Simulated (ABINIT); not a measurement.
A run of ABINIT 10.8.3 (patched build) is set up as follows.

File run.abi:

```
# Pseudopotentials
pp_dirpath "./"
pseudos "Nb.upf, P.upf"

# Structure
acell 6.209635874 6.209635874 6.209635874 Angstrom
rprim
    -0.2697297053     0.2697297053     0.9243872414
     0.2697297053    -0.2697297053     0.9243872414
     0.2697297053     0.2697297053    -0.9243872414
ntypat 2
znucl 41 15
natom 4
typat 1 1 2 2
xred
     0.2498808000     0.7498808000     0.5000000000
     0.4998808000     0.4998808000     0.0000000000
     0.8327477700     0.3327477700     0.5000000000
     0.0827477700     0.0827477700     0.0000000000

# Plane-wave basis
ecut 35.0

# k points
kptopt 1
ngkpt 8 8 8
nshiftk 1
shiftk 0.0 0.0 0.0

# Exchange and correlation
ixc 7

# Bands and occupations
nband 22
occopt 3
tsmear 0.00183747

# SCF cycle
nstep 100
tolvrs 1.0e-10

# Output
iomode 3
prtwf 0
prtden 0
prteig 0
prtebands 0
```

Potentials or basis: PseudoDojo NC SR LDA v0.4.1 standard.

The run is started by

```sh
$ mpirun --bind-to none -np 4 abinit run.abi > log 2>&1
```

Q: Predict the band gap on the k mesh.

A: None (metal or under the smearing width).

Q: What does it give for the largest force?

A: 0.016 eV/Å.

Forces on the atoms (eV/Å):
```
Nb   0.000  0.000  0.016
Nb   0.000  0.000  0.016
P    0.000  0.000 -0.016
P    0.000  0.000 -0.016
```
